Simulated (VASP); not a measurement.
# ZnSe (Stilleite) (F-43m) in VASP: notebook

Runs on ZnSe (Stilleite). Level: LDA. Tasks: dielectric tensor.

All numbers are computed with VASP 6.6.1; they aren't measurements. Logs are shortened: lines on timing, memory, paths and dates and some standing lists are left out, and cuts for length are marked.

## (1) The structure

Symmetry: F-43m, No. 216, cubic system. Conventional cell: a = 5.668 Å, b = 5.668 Å, c = 5.668 Å, α = 90.00°, β = 90.00°, γ = 90.00°. Around Se (site symmetry -43m) lie 4 Zn at 2.45 Å. Around Zn (site symmetry -43m) lie 4 Se at 2.45 Å.

## (2) Dielectric tensor, LDA

Input file INCAR:

```
  PREC = Accurate
  ENCUT = 400
  EDIFF = 1E-8
  ISMEAR = 0
  SIGMA = 0.01
  LREAL = F
  LASPH = T
  NELM = 100
  ALGO = Normal
  ISIF = 2
  LWAVE = F
  LCHARG = F
  LEPSILON = T
```

Input file KPOINTS:

```
regular mesh
0
Gamma
  7 7 7
```

Input file POSCAR:

```
ZnSe
1.0
    0.0000000000      2.8338000000      2.8338000000
    2.8338000000      0.0000000000      2.8338000000
    2.8338000000      2.8338000000      0.0000000000
Se Zn
1 1
Direct
    0.7500000000      0.7500000000      0.7500000000
    0.0000000000      0.0000000000      0.0000000000
```

Potentials or basis: VASP PAW LDA potentials, release 64 (Se, Zn).

The run is started by

```sh
$ cat potpaw_LDA.64/Se/POTCAR potpaw_LDA.64/Zn/POTCAR > POTCAR
$ mpirun -np 1 vasp_std > vasp.out
```

OUTCAR:

```text
PREC = Accurate
   ENCUT = 400
   EDIFF = 1E-8
   ISMEAR = 0
   LREAL = F
   LASPH = T
   NELM = 100
   ISIF = 2
   LEPSILON = T

 Found     20 irreducible k-points:

 Following reciprocal coordinates:
            Coordinates               Weight
  0.000000  0.000000  0.000000      1.000000
  0.142857  0.000000  0.000000      8.000000
  0.285714  0.000000  0.000000      8.000000
  0.428571  0.000000  0.000000      8.000000
  0.142857  0.142857  0.000000      6.000000
  0.285714  0.142857  0.000000     24.000000
   k-points           NKPTS =     20   k-points in BZ     NKDIM =     20   number of bands    NBANDS=     13
   number of dos      NEDOS =    301   number of ions     NIONS =      2
   total plane-waves  NPLWV =  21952
   dimension x,y,z NGX =    28 NGY =   28 NGZ =   28
   dimension x,y,z NGXF=    56 NGYF=   56 NGZF=   56
   ions per type =               1   1
   NGX,Y,Z   is equivalent  to a cutoff of  11.62, 11.62, 11.62 a.u.
   NGXF,Y,Z  is equivalent  to a cutoff of  23.23, 23.23, 23.23 a.u.
 SYSTEM =  unknown system
   PREC   = accura    normal or accurate (medium, high low for compatibility)
   ISTART =      0    job   : 0-new  1-cont  2-samecut
   ICHARG =      2    charge: 1-file 2-atom 10-const
   ISPIN  =      1    spin polarized calculation?
   LNONCOLLINEAR =      F non collinear calculations
   LSORBIT =      F    spin-orbit coupling
   LASPH  =      T    aspherical Exc in radial PAW
   ENCUT  =  400.0 eV  29.40 Ry    5.42 a.u.   6.54  6.54  6.54*2*pi/ulx,y,z
   NELM   =    100;   NELMIN=  2; NELMDL= -5     # of ELM steps
   EDIFF  = 0.1E-07   stopping-criterion for ELM
   LREAL  =      F    real-space projection
   EDIFFG = 0.1E-06   stopping-criterion for IOM
   NSW    =      0    number of steps for IOM
   IBRION =     -1    ionic relax: 0-MD 1-quasi-New 2-CG
   NFREE  =      0    steps in history (QN), initial steepest desc. (CG)
   ISIF   =      2    stress and relaxation
   ISYM   =      2    0-nonsym 1-usesym 2-fastsym
   POTIM  = 0.5000    time-step for ionic-motion
   TEBEG  =    0.0;   TEEND  =   0.0 temperature during run
   PSTRESS=    0.0 pullay stress
   NELECT =      18.0000    total number of electrons
   NUPDOWN=      -1.0000    fix difference up-down
   EMIN   =  10.00;   EMAX   =-10.00  energy-range for DOS
   EFERMI =   0.00;   METHOD = LEGACY
   ISMEAR =     0;   SIGMA  =   0.01  broadening in eV -4-tet -1-fermi 0-gaus
   EFERMI_NEDOS =   21; number of points for ismear=-14 and -15
   IALGO  =     38    algorithm
   IMIX   =      4    mixing-type and parameters
     AMIX     =   0.40;   BMIX     =  1.00
     AMIX_MAG =   1.60;   BMIX_MAG =  1.00
  volume/ion in A,a.u.               =      22.76       153.57
  Fermi-wavevector in a.u.,A,eV,Ry     =   1.201673  2.270834 19.647073  1.444019
  Thomas-Fermi vector in A             =   2.337476
   LORBIT       =      0    0 simple, 1 ext, 2 COOP (PROOUT), +10 PAW based schemes
   GGA     = CA    functional components
   LHFCALC =     F    Hartree Fock is set to
   AEXX    =    0.0000 exact exchange contribution
   IVDW    =     0    specifies the selected vdW correction
   LEPSILON=     T    determine dielectric tensor
   LRPA    =     F    only Hartree local field effects (RPA)
 non-spin polarized calculation
 Gauss-broadening in eV      SIGMA  =   0.01
  energy-cutoff  :      400.00
  volume of cell :       45.51
 maximum number of plane-waves:       869
 NGX is ok and might be reduce to    28
   NGX = 13   NGY = 13   NGZ = 13

--------------------------------------- Ionic step        1  -------------------------------------------

 number of electron      18.0000012 magnetization

 E-fermi :   1.5621     XC(G=0):  -9.6987

 val. band max:        1.5089889839   @ k =   0.0000   0.0000   0.0000
 cond. band min:       2.5757894345   @ k =   0.0000   0.0000   0.0000
 fundamental gap:      1.0668004506
 Fermi energy:         1.5621485219

 k-point     1 :       0.0000    0.0000    0.0000
  band No.  band energies     occupation
      1     -11.7813      2.00000
      2      -5.1659      2.00000
      3      -5.1659      2.00000
      4      -5.1659      2.00000
      5      -4.8064      2.00000
      6      -4.8064      2.00000
      7       1.5090      2.00000
      8       1.5090      2.00000
      9       1.5090      2.00000
     10       2.5758      0.00000
     11       7.2088      0.00000
     12       7.2088      0.00000
     13       7.2088      0.00000

 k-point     2 :       0.1429    0.0000    0.0000
  band No.  band energies     occupation
      1     -11.6504      2.00000
      2      -5.1552      2.00000
      3      -5.1457      2.00000
      4      -5.1457      2.00000
      5      -4.8077      2.00000
      6      -4.8077      2.00000
      7      -0.1230      2.00000
      8       1.3133      2.00000
      9       1.3133      2.00000
     10       3.7485      0.00000
     11       7.1598      0.00000
     12       7.5273      0.00000
     13       7.5273      0.00000

 k-point     3 :       0.2857    0.0000    0.0000
  band No.  band energies     occupation
      1     -11.3278      2.00000
      2      -5.1065      2.00000
      3      -5.1065      2.00000
      4      -5.0653      2.00000
      5      -4.8039      2.00000
      6      -4.8039      2.00000
      7      -2.0626      2.00000
      8       0.9337      2.00000
      9       0.9337      2.00000
     10       4.0706      0.00000
     11       7.8834      0.00000
     12       7.8834      0.00000
     13       8.3291      0.00000

 k-point     4 :       0.4286    0.0000    0.0000
  band No.  band energies     occupation
      1     -11.0332      2.00000
      2      -5.0829      2.00000
      3      -5.0829      2.00000
      4      -4.7908      2.00000
      5      -4.7908      2.00000
      6      -4.7709      2.00000
      7      -3.5020      2.00000
      8       0.6703      2.00000
      9       0.6703      2.00000
     10       3.9074      0.00000
     11       7.8180      0.00000
     12       7.8180      0.00000
     13       9.7118      0.00000

 k-point     5 :       0.1429    0.1429    0.0000
  band No.  band energies     occupation
      1     -11.6066      2.00000
      2      -5.1748      2.00000
      3      -5.1275      2.00000
      4      -5.1275      2.00000
      5      -4.8204      2.00000
      6      -4.7972      2.00000
      7      -0.1146      2.00000
      8       0.9667      2.00000
      9       0.9667      2.00000
     10       4.3277      0.00000
     11       6.2652      0.00000
     12       8.0616      0.00000
     13       8.0616      0.00000

 k-point     6 :       0.2857    0.1429    0.0000
  band No.  band energies     occupation
      1     -11.3463      2.00000
      2      -5.1461      2.00000
      3      -5.0840      2.00000
      4      -5.0744      2.00000
      5      -4.8231      2.00000
      6      -4.7891      2.00000
      7      -1.5515      2.00000
      8       0.5184      2.00000
      9       0.5328      2.00000
     10       4.9766      0.00000
     11       6.3470      0.00000
     12       8.3555      0.00000
     13       8.6965      0.00000

 [... further k-points ...]

  FORCE on cell =-STRESS in cart. coord.  units (eV):
  Direction    XX          YY          ZZ          XY          YZ          ZX
  --------------------------------------------------------------------------------------
  -------------------------------------------------------------------------------------
  Total       -0.9448869     -0.9448869     -0.9448869     -0.0000000      0.0000000      0.0000000
  in kB      -33.2623436    -33.2623436    -33.2623436     -0.0000000      0.0000000      0.0000000
  external PRESSURE =     -33.2623436 kB  Pullay stress =       0.0000000 kB

 VOLUME and BASIS-vectors are now :
 -----------------------------------------------------------------------------
  energy-cutoff  :      400.00
  volume of cell :       45.51
      direct lattice vectors                 reciprocal lattice vectors
     0.000000000  2.833800000  2.833800000    -0.176441527  0.176441527  0.176441527
     2.833800000  0.000000000  2.833800000     0.176441527 -0.176441527  0.176441527
     2.833800000  2.833800000  0.000000000     0.176441527  0.176441527 -0.176441527

 POSITION                                       TOTAL-FORCE (eV/Angst)
 -----------------------------------------------------------------------------------
      4.25070      4.25070      4.25070         0.000000      0.000000      0.000000
      0.00000      0.00000      0.00000        -0.000000     -0.000000     -0.000000
 -----------------------------------------------------------------------------------
    total drift:                                0.000000      0.000000     -0.000000

  FREE ENERGIE OF THE ION-ELECTRON SYSTEM (eV)
  ---------------------------------------------------
  free  energy   TOTEN  =        -7.3479890105 eV

  energy  without entropy=       -7.3479890105  energy(sigma->0) =       -7.34798901

 HEAD OF MICROSCOPIC STATIC DIELECTRIC TENSOR (INDEPENDENT PARTICLE, excluding Hartree and local field effects)
 ------------------------------------------------------
           9.815284    -0.000000     0.000000
          -0.000000     9.815284     0.000000
           0.000000     0.000000     9.815284
 ------------------------------------------------------

 Free energy of the ion-electron system (eV)
  ---------------------------------------------------
  ---------------------------------------------------
  free energy    TOTEN  =        -1.09668564 eV

  energy without entropy =       -1.09668564

------------------------ aborting loop because EDIFF is reached ----------------------------------------

--------------------------------------- Ionic step        2  -------------------------------------------

------------------------ aborting loop because EDIFF is reached ----------------------------------------

--------------------------------------- Ionic step        3  -------------------------------------------

 Free energy of the ion-electron system (eV)
  ---------------------------------------------------
  ---------------------------------------------------
  free energy    TOTEN  =        -1.09668443 eV

  energy without entropy =       -1.09668443

------------------------ aborting loop because EDIFF is reached ----------------------------------------

 PIEZOELECTRIC TENSOR FIELD DIRECTION 3  (e Angst)
 -----------------------------------------------------------------------------
    -0.00185  2.12530  0.00000           (  0.00000 -0.04098  0.00000)
     2.12530 -0.00185  0.00000           ( -0.04098  0.00000  0.00000)
     0.00000  0.00000  0.00193           (  0.00000  0.00000 -0.00000)

 PIEZOELECTRIC TENSOR FIELD DIRECTION 3  (C/m^2)
 -----------------------------------------------------------------------------
    -0.00065  0.74816  0.00000
     0.74816 -0.00065  0.00000
     0.00000  0.00000  0.00068

 MACROSCOPIC STATIC DIELECTRIC TENSOR (including local field effects in DFT)
 ------------------------------------------------------
           9.301742    -0.000000    -0.000000
          -0.000000     9.301742    -0.000000
           0.000000     0.000000     9.301742
 ------------------------------------------------------

 PIEZOELECTRIC TENSOR (including local field effects)  for field in x, y, z        (e  Angst)
          XX          YY          ZZ          XY          YZ          ZX
  --------------------------------------------------------------------------------
  x    -0.00000    -0.00000    -0.00000     0.00000     2.14915     0.00000
  y     0.00000    -0.00000     0.00000     0.00000    -0.00000     2.14915
  z    -0.00000    -0.00000    -0.00000     2.14915     0.00000     0.00000

 PIEZOELECTRIC TENSOR (including local field effects)  for field in x, y, z        (C/m^2)
          XX          YY          ZZ          XY          YZ          ZX
  --------------------------------------------------------------------------------
  x    -0.00000    -0.00000    -0.00000     0.00000     0.75655     0.00000
  y     0.00000    -0.00000     0.00000     0.00000    -0.00000     0.75655
  z    -0.00000    -0.00000    -0.00000     0.75655     0.00000     0.00000

 BORN EFFECTIVE CHARGES (including local field effects) (in |e|, cummulative output)
 ---------------------------------------------------------------------------------
 ion    1
    1    -2.13812    -0.00000    -0.00000
    2     0.00000    -2.13812     0.00000
    3     0.00000     0.00000    -2.13812
 ion    2
    1     2.13812     0.00000     0.00000
    2     0.00000     2.13812     0.00000
    3     0.00000     0.00000     2.13812
```

It took 1.7 min on 1 thread of AMD EPYC 9R14 (Zen 4), shared host; peak memory 0.17 GiB.

The run converged, but some of its settings lie outside the range that counts as converged, so its numbers aren't taken as properties of the crystal.

Results:

```
Band gap on the k mesh                  : 1.07 eV, direct
Electronic dielectric tensor (diagonal) : 9.30
Born charges (mean of the diagonal)     : Se -2.14; Zn +2.14 e
```

## (3) Dielectric tensor, LDA

INCAR: that of step 2 with these lines changed.

```diff
@@ -1,3 +1,3 @@
   PREC = Accurate
-  ENCUT = 400
+  ENCUT = 500
   EDIFF = 1E-8
```

KPOINTS is that of step 2.

POSCAR is that of step 2.

Potentials or basis: VASP PAW LDA potentials, release 64 (Se, Zn).

The run is started by

```sh
$ cat potpaw_LDA.64/Se/POTCAR potpaw_LDA.64/Zn/POTCAR > POTCAR
$ mpirun -np 1 vasp_std > vasp.out
```

OUTCAR:

```text
PREC = Accurate
   ENCUT = 500
   EDIFF = 1E-8
   ISMEAR = 0
   LREAL = F
   LASPH = T
   NELM = 100
   ISIF = 2
   LEPSILON = T

 Found     20 irreducible k-points:

 Following reciprocal coordinates:
            Coordinates               Weight
  0.000000  0.000000  0.000000      1.000000
  0.142857  0.000000  0.000000      8.000000
  0.285714  0.000000  0.000000      8.000000
  0.428571  0.000000  0.000000      8.000000
  0.142857  0.142857  0.000000      6.000000
  0.285714  0.142857  0.000000     24.000000
   k-points           NKPTS =     20   k-points in BZ     NKDIM =     20   number of bands    NBANDS=     13
   number of dos      NEDOS =    301   number of ions     NIONS =      2
   total plane-waves  NPLWV =  27000
   dimension x,y,z NGX =    30 NGY =   30 NGZ =   30
   dimension x,y,z NGXF=    60 NGYF=   60 NGZF=   60
   ions per type =               1   1
   NGX,Y,Z   is equivalent  to a cutoff of  12.44, 12.44, 12.44 a.u.
   NGXF,Y,Z  is equivalent  to a cutoff of  24.89, 24.89, 24.89 a.u.
 SYSTEM =  unknown system
   PREC   = accura    normal or accurate (medium, high low for compatibility)
   ISTART =      0    job   : 0-new  1-cont  2-samecut
   ICHARG =      2    charge: 1-file 2-atom 10-const
   ISPIN  =      1    spin polarized calculation?
   LNONCOLLINEAR =      F non collinear calculations
   LSORBIT =      F    spin-orbit coupling
   LASPH  =      T    aspherical Exc in radial PAW
   ENCUT  =  500.0 eV  36.75 Ry    6.06 a.u.   7.31  7.31  7.31*2*pi/ulx,y,z
   NELM   =    100;   NELMIN=  2; NELMDL= -5     # of ELM steps
   EDIFF  = 0.1E-07   stopping-criterion for ELM
   LREAL  =      F    real-space projection
   EDIFFG = 0.1E-06   stopping-criterion for IOM
   NSW    =      0    number of steps for IOM
   IBRION =     -1    ionic relax: 0-MD 1-quasi-New 2-CG
   NFREE  =      0    steps in history (QN), initial steepest desc. (CG)
   ISIF   =      2    stress and relaxation
   ISYM   =      2    0-nonsym 1-usesym 2-fastsym
   POTIM  = 0.5000    time-step for ionic-motion
   TEBEG  =    0.0;   TEEND  =   0.0 temperature during run
[... 170 lines left out ...]
           9.807811     0.000000     0.000000
          -0.000000     9.807811     0.000000
           0.000000    -0.000000     9.807811
 ------------------------------------------------------

 Free energy of the ion-electron system (eV)
  ---------------------------------------------------
  ---------------------------------------------------
  free energy    TOTEN  =        -1.09596858 eV

  energy without entropy =       -1.09596858

------------------------ aborting loop because EDIFF is reached ----------------------------------------

--------------------------------------- Ionic step        2  -------------------------------------------

------------------------ aborting loop because EDIFF is reached ----------------------------------------

--------------------------------------- Ionic step        3  -------------------------------------------

 Free energy of the ion-electron system (eV)
  ---------------------------------------------------
  ---------------------------------------------------
  free energy    TOTEN  =        -1.09596990 eV

  energy without entropy =       -1.09596990

------------------------ aborting loop because EDIFF is reached ----------------------------------------

 PIEZOELECTRIC TENSOR FIELD DIRECTION 3  (e Angst)
 -----------------------------------------------------------------------------
    -0.00197  2.12426  0.00000           (  0.00000 -0.04092  0.00000)
     2.12426 -0.00197  0.00000           ( -0.04092  0.00000  0.00000)
     0.00000  0.00000  0.00214           (  0.00000  0.00000 -0.00000)

 PIEZOELECTRIC TENSOR FIELD DIRECTION 3  (C/m^2)
 -----------------------------------------------------------------------------
    -0.00069  0.74779  0.00000
     0.74779 -0.00069  0.00000
     0.00000  0.00000  0.00075

 MACROSCOPIC STATIC DIELECTRIC TENSOR (including local field effects in DFT)
 ------------------------------------------------------
           9.294277     0.000000     0.000000
           0.000000     9.294277     0.000000
           0.000000    -0.000000     9.294277
 ------------------------------------------------------

 PIEZOELECTRIC TENSOR (including local field effects)  for field in x, y, z        (e  Angst)
          XX          YY          ZZ          XY          YZ          ZX
  --------------------------------------------------------------------------------
  x    -0.00000     0.00000     0.00000     0.00000     2.14802     0.00000
  y     0.00000    -0.00000     0.00000     0.00000     0.00000     2.14802
  z     0.00000     0.00000     0.00000     2.14802     0.00000     0.00000

 PIEZOELECTRIC TENSOR (including local field effects)  for field in x, y, z        (C/m^2)
          XX          YY          ZZ          XY          YZ          ZX
  --------------------------------------------------------------------------------
  x    -0.00000     0.00000     0.00000     0.00000     0.75616     0.00000
  y     0.00000    -0.00000     0.00000     0.00000     0.00000     0.75616
  z     0.00000     0.00000     0.00000     0.75616     0.00000     0.00000

 BORN EFFECTIVE CHARGES (including local field effects) (in |e|, cummulative output)
 ---------------------------------------------------------------------------------
 ion    1
    1    -2.13790     0.00000     0.00000
    2     0.00000    -2.13790     0.00000
    3     0.00000     0.00000    -2.13790
 ion    2
    1     2.13790     0.00000     0.00000
    2     0.00000     2.13790     0.00000
    3     0.00000     0.00000     2.13790
```

Run time: 2.1 min. Hardware: 1 thread of AMD EPYC 9R14 (Zen 4), shared host; peak memory 0.2 GiB.

The run converged, but some of its settings lie outside the range that counts as converged, so its numbers aren't taken as properties of the crystal.

What came out:

```
Band gap on the k mesh                  : 1.07 eV, direct
Electronic dielectric tensor (diagonal) : 9.29
Born charges (mean of the diagonal)     : Se -2.14; Zn +2.14 e
```

[end of part 1 of 2]
